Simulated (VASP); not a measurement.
Crystal: SnSe.

```
Se Sn
1.0
     0.00000    3.00000    3.00000
     3.00000    0.00000    3.00000
     3.00000    3.00000    0.00000
Se Sn
1 1
Cartesian
  3.0000 3.0000 3.0000
  0.0000 0.0000 0.0000
```

The cell was built by a generator and needn't be a form met in nature.

```yaml
Program: VASP 6.6.1
Task: relaxation of cell and atoms
Functional: LDA
Potentials_or_basis: VASP PAW LDA potentials, release 64 (Se, Sn_d)
Cutoff: 600 eV
k_mesh: 10 × 10 × 10
Occupations: gaussian, width 0.03 eV
Spin: no spin polarisation
```

At the start: pressure -2.7 GPa; volume 27.00 Å³/atom.

How do energy, volume and symmetry change on relaxing?

Over 3 steps the energy falls by 11.5 meV/atom and the volume is 25.68 Å³/atom (-4.9 %); space group Fm-3m (No. 225, to 0.05 Å).

Step by step:
| step | energy change (eV) | largest force (eV/Å) | pressure (GPa) | volume (Å³) |
| --- | --- | --- | --- | --- |
| 1 | 0.0000 | 0.0000 | -2.68 | 54.00 |
| 2 | -0.0204 | 0.0000 | 1.01 | 50.54 |
| 3 | -0.0230 | 0.0000 | 0.00 | 51.37 |

Final structure:
```
Se Sn
1.0
     0.00000    2.95048    2.95048
     2.95048    0.00000    2.95048
     2.95048    2.95048    0.00000
Se Sn
1 1
Cartesian
  2.9505 2.9505 2.9505
  0.0000 0.0000 0.0000
```
